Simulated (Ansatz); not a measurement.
Input and command of a calculation in Ansatz (plane waves; scalar-relativistic PAW potentials unless the input names others):

```yaml
crystal:
  lattice:
    - [2.948703264, 0.0, 0.0]
    - [-0.0081921837, 2.9486918841, 0.0]
    - [0.0, 0.0, 29.1659708213]
  atoms:
    - { symbol: O, position: [0.5, 0.5, 0.2632556895] }
    - { symbol: Cu, position: [0.5, 0.0, 0.3012560021] }
    - { symbol: O, position: [0.5, 0.5, 0.3453902602] }
    - { symbol: Cu, position: [0.0, 0.5, 0.3894582998] }
    - { symbol: O, position: [0.5, 0.5, 0.4334903739] }
    - { symbol: Cu, position: [0.5, 0.0, 0.4775125632] }
    - { symbol: O, position: [0.5, 0.5, 0.5219001204] }
    - { symbol: Cu, position: [0.0, 0.5, 0.5659876381] }
    - { symbol: O, position: [0.5, 0.5, 0.6099505449] }
    - { symbol: Cu, position: [0.5, 0.0, 0.654324495] }
    - { symbol: O, position: [0.5, 0.5, 0.6985084462] }
    - { symbol: Cu, position: [0.0, 0.5, 0.7389655667] }
basis:
  ecutwfc: 420
kpoints:
  mp_grid: { grid: [1, 1, 1] }
hamiltonian:
  xc: pbe
scf:
  occupations: { method: gaussian, width: 0.1 }
  max_iter: 50
output:
  forces: true
  eigenvalues: true
efield:
  axis: 3
  dipole_correction: true
  ramp_width: 0.04
```

```bash
ansatz run input.yaml --threads 2 --pin off --max-ram 5120MiB --backend cpu --events-out ev --progress --plain --runs-dir out
```

Abridged log:
```
Pseudopotentials: kind: paw
Pseudopotential: O, paw, valence charge 6, recommended cutoff 420 eV (normal)
Pseudopotential: Cu, paw, valence charge 19, recommended cutoff 420 eV (normal)
Functional definition: PBE
Crystal: 12 atoms, lattice volume = 253.593 Å³
Basis set: ecut = 420 eV, 4837 PW (Γ), exchange–correlation on 40×40×400 points (8 copies of the dense FFT grid, shifted against one another)
Bands: 90, of which v1, the nominal top of the filled ones, is band 75 counted from 1 (74 counted from 0)
Symmetry: 2 space group operations
Space group: P2 (ITA 3), of the structure as read, at distance tolerance 6.3e-5 Å
k-points: 1
Initial density: superposition of atomic densities (neutral atoms: chi_scale 0, normalization atom), corrected by the library's trained network
Initial wavefunctions: pseudopotential atomic-orbital guess
Functional: x = pbe(κ = 0.804, μ = 0.21951497), c = pbe(β = 0.06672455)
SCF iter   1: F=—  HF=-43139.726796 eV  |F-HF|=—  |Δ(HF+E_count)|=         —  Δρ=6.96e-2  dr2=3.63e1  ethr=1.77e-3  p=0.184 e·Å  D=1.31e-1 V/Å  ΔV_dip=-3.83 eV  dr2_dipole=2.29e1  V_vac-E_F(+/−)=4.05/7.89 eV  ⟨swp⟩=7.0  Hψ=343  notcnv=0
efield: sawtooth ramp at fractional position 0.9811 (placed from the atoms, in the widest stretch of the axis that holds none; the zero of the levels goes with the place), width 0.0400; the density the first Hamiltonian is built on has a dipole p = 0.184 e·Å; the dipole correction subtracts the counter field D = 1.31e-1 V/Å, which shifts the + side's vacuum level by -3.83 eV against the − side's; the planar-averaged density in the ramp window peaks in size at 2.4e-5 e/Å³
SCF iter   2: F=—  HF=-43146.628866 eV  |F-HF|=—  |Δ(HF+E_count)|=    6.90e0  Δρ=9.00e-2  dr2=1.12e2  ethr=1.77e-3  p=-0.477 e·Å  D=-3.40e-1 V/Å  ΔV_dip=9.92 eV  dr2_dipole=1.06e2  V_vac-E_F(+/−)=17.24/7.31 eV  ⟨swp⟩=3.0  Hψ=225  notcnv=0  defer=8  recentre
SCF iter   3: F=—  HF=-43139.539072 eV  |F-HF|=—  |Δ(HF+E_count)|=    7.09e0  Δρ=7.83e-2  dr2=1.36e2  ethr=1.77e-3  p=-0.109 e·Å  D=-7.79e-2 V/Å  ΔV_dip=2.27 eV  dr2_dipole=7.44e1  V_vac-E_F(+/−)=9.87/7.60 eV  ⟨swp⟩=3.0  Hψ=201  notcnv=0  defer=5
SCF iter   4: F=—  HF=-43139.834602 eV  |F-HF|=—  |Δ(HF+E_count)|=   2.96e-1  Δρ=7.70e-2  dr2=1.38e2  ethr=1.77e-3  p=-0.150 e·Å  D=-1.07e-1 V/Å  ΔV_dip=3.12 eV  dr2_dipole=7.58e1  V_vac-E_F(+/−)=10.72/7.60 eV  ⟨swp⟩=2.0  Hψ=93  notcnv=0  defer=5
SCF iter   5: F=—  HF=-43140.076988 eV  |F-HF|=—  |Δ(HF+E_count)|=   2.42e-1  Δρ=6.03e-2  dr2=1.07e2  ethr=1.77e-3  p=-0.188 e·Å  D=-1.34e-1 V/Å  ΔV_dip=3.91 eV  dr2_dipole=6.51e1  V_vac-E_F(+/−)=11.47/7.56 eV  ⟨swp⟩=2.0  Hψ=108  notcnv=0  defer=7
SCF iter   6: F=—  HF=-43139.399749 eV  |F-HF|=—  |Δ(HF+E_count)|=   6.77e-1  Δρ=4.31e-2  dr2=5.77e1  ethr=1.77e-3  p=-0.136 e·Å  D=-9.73e-2 V/Å  ΔV_dip=2.84 eV  dr2_dipole=4.10e1  V_vac-E_F(+/−)=10.39/7.56 eV  ⟨swp⟩=2.0  Hψ=98  notcnv=0  defer=7
SCF iter   7: F=—  HF=-43138.740502 eV  |F-HF|=—  |Δ(HF+E_count)|=   6.59e-1  Δρ=2.99e-2  dr2=1.22e1  ethr=1.77e-3  p=-0.047 e·Å  D=-3.36e-2 V/Å  ΔV_dip=0.98 eV  dr2_dipole=8.76e0  V_vac-E_F(+/−)=8.58/7.60 eV  ⟨swp⟩=2.0  Hψ=109  notcnv=0  defer=7
SCF iter   8: F=—  HF=-43138.706429 eV  |F-HF|=—  |Δ(HF+E_count)|=   3.41e-2  Δρ=3.90e-2  dr2=2.85e1  ethr=1.77e-3  p=0.110 e·Å  D=7.84e-2 V/Å  ΔV_dip=-2.29 eV  dr2_dipole=2.27e1  V_vac-E_F(+/−)=5.52/7.80 eV  ⟨swp⟩=4.0  Hψ=255  notcnv=0  defer=3  recentre
   ...
SCF iter  31: F=—  HF=-43138.138257 eV  |F-HF|=—  |Δ(HF+E_count)|=   1.01e-6  Δρ=4.81e-5  dr2=1.02e-5  ethr=1.54e-8  p=0.071 e·Å  D=5.09e-2 V/Å  ΔV_dip=-1.48 eV  dr2_dipole=2.33e-6  V_vac-E_F(+/−)=6.26/7.75 eV  ⟨swp⟩=1.0  Hψ=83  notcnv=0  defer=7
SCF iter  32: F=—  HF=-43138.138258 eV  |F-HF|=—  |Δ(HF+E_count)|=   3.10e-7  Δρ=3.94e-5  dr2=3.76e-6  ethr=6.79e-9  p=0.071 e·Å  D=5.09e-2 V/Å  ΔV_dip=-1.48 eV  dr2_dipole=3.32e-9  V_vac-E_F(+/−)=6.27/7.75 eV  ⟨swp⟩=1.0  Hψ=83  notcnv=0  defer=7
SCF iter  33: F=—  HF=-43138.138258 eV  |F-HF|=—  |Δ(HF+E_count)|=   4.09e-7  Δρ=1.46e-5  dr2=1.29e-6  ethr=2.51e-9  p=0.071 e·Å  D=5.08e-2 V/Å  ΔV_dip=-1.48 eV  dr2_dipole=1.49e-9  V_vac-E_F(+/−)=6.27/7.75 eV  ⟨swp⟩=2.0  Hψ=91  notcnv=0  defer=7
SCF iter  34: F=—  HF=-43138.138258 eV  |F-HF|=—  |Δ(HF+E_count)|=   1.75e-7  Δρ=1.24e-5  dr2=9.72e-7  ethr=8.59e-10  p=0.071 e·Å  D=5.08e-2 V/Å  ΔV_dip=-1.48 eV  dr2_dipole=5.15e-7  V_vac-E_F(+/−)=6.27/7.75 eV  ⟨swp⟩=2.0  Hψ=129  notcnv=0  defer=7
SCF iter  35: F=—  HF=-43138.138258 eV  |F-HF|=—  |Δ(HF+E_count)|=   1.59e-7  Δρ=7.79e-6  dr2=2.22e-7  ethr=6.48e-10  p=0.071 e·Å  D=5.08e-2 V/Å  ΔV_dip=-1.48 eV  dr2_dipole=1.63e-8  V_vac-E_F(+/−)=6.27/7.75 eV  ⟨swp⟩=1.0  Hψ=83  notcnv=0  defer=7
SCF iter  36: F=—  HF=-43138.138259 eV  |F-HF|=—  |Δ(HF+E_count)|=   1.02e-7  Δρ=7.59e-6  dr2=1.52e-7  ethr=1.48e-10  p=0.071 e·Å  D=5.08e-2 V/Å  ΔV_dip=-1.48 eV  dr2_dipole=1.05e-10  V_vac-E_F(+/−)=6.27/7.75 eV  ⟨swp⟩=1.0  Hψ=83  notcnv=0  defer=7
SCF iter  37: F=—  HF=-43138.138259 eV  |F-HF|=—  |Δ(HF+E_count)|=   3.38e-8  Δρ=4.43e-6  dr2=1.54e-7  ethr=1.02e-10  p=0.071 e·Å  D=5.08e-2 V/Å  ΔV_dip=-1.48 eV  dr2_dipole=6.10e-8  V_vac-E_F(+/−)=6.27/7.75 eV  ⟨swp⟩=2.0  Hψ=91  notcnv=0  defer=7
SCF iter  38: F=-43138.138259 eV  HF=-43138.138259 eV  |F-HF|=3.72e-8  |Δ(HF+E_count)|=   5.20e-8  Δρ=2.38e-6  dr2=1.85e-8  ethr=6.67e-11  p=0.071 e·Å  D=5.08e-2 V/Å  ΔV_dip=-1.48 eV  dr2_dipole=1.57e-9  V_vac-E_F(+/−)=6.27/7.75 eV  ⟨swp⟩=10.0  Hψ=352  notcnv=0
SCF 1 converged in 38 iterations: F = -43138.138259 eV  dr2 = 1.85e-8
SCF converged after 38 iterations
Free energy (F): -43138.138259 eV
Harris-Foulkes:  -43138.138259 eV  (|F-HF|=3.72e-8)
Internal energy: -43138.001795 eV  (E = F + TS)
E sigma→0 (E₀):  -43138.070027 eV
Entropy (-TS):   -0.136464 eV (-11.372 meV/atom)
Fermi energy:    2.569326 eV
Dipole field:    D = 0.050746 V/Å  (p = 0.071118 e·Å, saw-weighted, corrected)
Work function:   Φ+ = 6.2680 eV   Φ− = 7.7480 eV
Levels:          The Fermi level and band energies are counted from a zero that moves with the ramp; work functions are not
--- Forces (eV/Å), atoms counted from 1 ---
  atom   1  O      0.00000000     0.00000000    -0.11565736
  atom   2  Cu     0.00000000     0.00000000    -0.39190410
  atom   3  O      0.00000000     0.00000000    -0.50950504
  atom   4  Cu     0.00000000     0.00000000     0.25671988
  atom   5  O      0.00000000     0.00000000    -0.00055915
  atom   6  Cu     0.00000000     0.00000000     0.15135158
  atom   7  O      0.00000000     0.00000000     0.05801985
  atom   8  Cu     0.00000000     0.00000000    -0.02997821
  atom   9  O      0.00000000     0.00000000    -0.01339120
  atom  10  Cu     0.00000000     0.00000000     0.27884130
  atom  11  O      0.00000000     0.00000000    -0.91042563
  atom  12  Cu     0.00000000     0.00000000     1.22642989
```

Problem. What should be changed?

Solution. The fault is one k-point for a small cell (kpoints.mp_grid.grid: [12, 12, 1] → [1, 1, 1], the first being the value of the sound run). Setting it back cures it. The run converged all the same, with an energy at zero smearing 596 meV/atom above the reference's, largest force 1.226 eV/Å, gap on the mesh 0.05 eV, so convergence alone doesn't show that an input is right. A reference run on usual settings, whose relaxation ended at this geometry, converged, and the end of its own relaxation has largest force 0.001 eV/Å, no gap on the mesh.

The run took 4.2 s on 2 threads of Arm Neoverse V1, on a shared host, peak memory 0.33 GiB.